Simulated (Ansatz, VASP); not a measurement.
# One calculation of Pb, two programs

Contents of INCAR:

```
SYSTEM = Pb
PREC = Accurate
ENCUT = 520
EDIFF = 1E-7
ISMEAR = -1
SIGMA = 0.05
LREAL = .False.
LASPH = .True.
NELM = 80
ALGO = Normal
ISIF = 2
LWAVE = .False.
LCHARG = .False.
METAGGA = R2SCAN
LMIXTAU = .True.
```

The input KPOINTS:

```
regular mesh
0
Gamma
  9 9 9
  0 0 0
```

Contents of POSCAR:

```
Pb
1.0
    0.0000000000      2.4584086270      2.4584086270
    2.4584086270      0.0000000000      2.4584086270
    2.4584086270      2.4584086270      0.0000000000
Pb
1
Direct
    0.0000000000      0.0000000000      0.0000000000
```

File input.yaml:

```yaml
crystal:
  lattice:
    - [0.0, 2.458408627, 2.458408627]
    - [2.458408627, 0.0, 2.458408627]
    - [2.458408627, 2.458408627, 0.0]
  atoms:
    - { symbol: Pb, position: [0.0, 0.0, 0.0] }
hamiltonian:
  xc: r2scan
  pseudopotentials: { kind: paw }
kpoints:
  mp_grid: { grid: [9, 9, 9] }
scf:
  occupations: { method: fermi_dirac, width: 0.05 }
output:
  forces: true
  stress: true
  eigenvalues: true
```

Change from the starting cell: volume scaled by 0.98.

Alike in both runs: task single point; functional r2SCAN; k mesh 9 × 9 × 9; occupations fermi-dirac, width 0.05 eV; no spin polarisation.

```csv
,VASP,Ansatz
version,VASP 6.6.1,Ansatz 0.2.0
potentials or method,"VASP PAW PBE potentials, release 64 (Pb_d)",Ansatz PAW
plane-wave cutoff (eV),520,500
valence electrons in the cell,14,14
```

```tsv
	VASP	Ansatz	Ansatz less VASP
gap on the k mesh at the Fermi level (eV)	none	none	-
pressure (GPa)	2.2	2.2	0.00
```

A gap of «none» marks a metal or a gap that the smearing closes. The functional is the same, so the differences come from potentials, cutoffs and numerics.

Caveats: the PAW data sets were made with another functional, which shifts forces and pressure a little (VASP); the PAW data sets come from PBE, with cores solved anew for the run's functional, which leaves a small shift of forces and pressure (Ansatz). The runs have no spin-orbit coupling, so splittings on Pb are missing.
